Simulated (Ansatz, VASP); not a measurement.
MnO in VASP and in Ansatz

INCAR

```
PREC = Accurate
ENCUT = 520
EDIFF = 1E-7
ISMEAR = -1
SIGMA = 0.05
LREAL = False
LASPH = True
NELM = 120
ALGO = Normal
ISIF = 2
LWAVE = False
LCHARG = False
ISPIN = 2
MAGMOM = 4 0
LORBIT = 11
LMAXMIX = 4
GGA = PS
NBANDS = 20
```

Contents of KPOINTS:

```
Automatic mesh
0
Gamma
  10 10 10
```

File POSCAR:

```
MnO
1.0
    0.0000000000      2.2239077028      2.2239077028
    2.2239077028      0.0000000000      2.2239077028
    2.2239077028      2.2239077028      0.0000000000
Mn O
1 1
Direct
   -0.0126510000     -0.0075210000      0.0171370000
    0.5049650000      0.5119520000      0.4910400000
```

The input input.yaml:

```yaml
crystal:
  lattice:
    - [0.0, 2.2239077028, 2.2239077028]
    - [2.2239077028, 0.0, 2.2239077028]
    - [2.2239077028, 2.2239077028, 0.0]
  atoms:
    - { symbol: Mn, position: [-0.012651, -0.007521, 0.017137], spin: 4.0 }
    - { symbol: O, position: [0.504965, 0.511952, 0.49104] }
hamiltonian:
  xc: pbesol
  pseudopotentials: { kind: paw }
magnetization:
  spin_polarized: true
kpoints:
  mp_grid: { grid: [10, 10, 10] }
scf:
  occupations: { method: fermi_dirac, width: 0.05 }
output:
  forces: true
  stress: true
  eigenvalues: true
```

Change from the starting cell: atoms moved at random, drawn with an rms of 0.05 Å.

Alike in both runs: task single point; functional PBEsol; k mesh 10 × 10 × 10; occupations fermi-dirac, width 0.05 eV; collinear spin, ferromagnetic start.

```csv
,VASP,Ansatz
version,VASP 6.6.1,Ansatz 0.2.0
potentials or method,"VASP PAW PBE potentials, release 64 (Mn_pv, O)",Ansatz PAW
plane-wave cutoff (eV),520,420
valence electrons in the cell,19,21
```

Ansatz gave:

| Quantity | Value |
| --- | --- |
| gap on the k mesh at the Fermi level (eV) | none |
| pressure (GPa) | -6.5 |
| largest component of the traceless stress (GPa) | 0.72 |
| rms of the force components (eV/Å) | 0.159 |
| net moment per atom (μB) | 2.39 |
| size of the moment on the site where the two differ most (μB) | 3.96 |

Task: Estimate VASP's values.

Result: gap on the k mesh at the Fermi level (eV): none; pressure (GPa): -6.2; largest component of the traceless stress (GPa): 0.74; rms of the force components (eV/Å): 0.167; net moment per atom (μB): 2.39; size of the moment on the site where the two differ most (μB): 4.32.

Site moments also hang on the region over which each program counts them. Atom by atom the forces differ by 0.008 eV/Å (rms over components). A gap of «none» marks a metal or a gap that the smearing closes. The two sets of potentials don't hold the same shells in valence.

Caveats: a cell with one magnetic atom can't hold antiferromagnetic order, which such compounds often take; semilocal functionals often make such compounds metallic where correlation or magnetic order opens a gap, which also shifts bond lengths; the PAW data sets were made with another functional, which shifts forces and pressure a little (VASP); the pressure holds a Pulay correction of +0.6 GPa for the finite cutoff (Ansatz); the PAW data sets come from PBE, with cores solved anew for the run's functional, which leaves a small shift of forces and pressure (Ansatz).
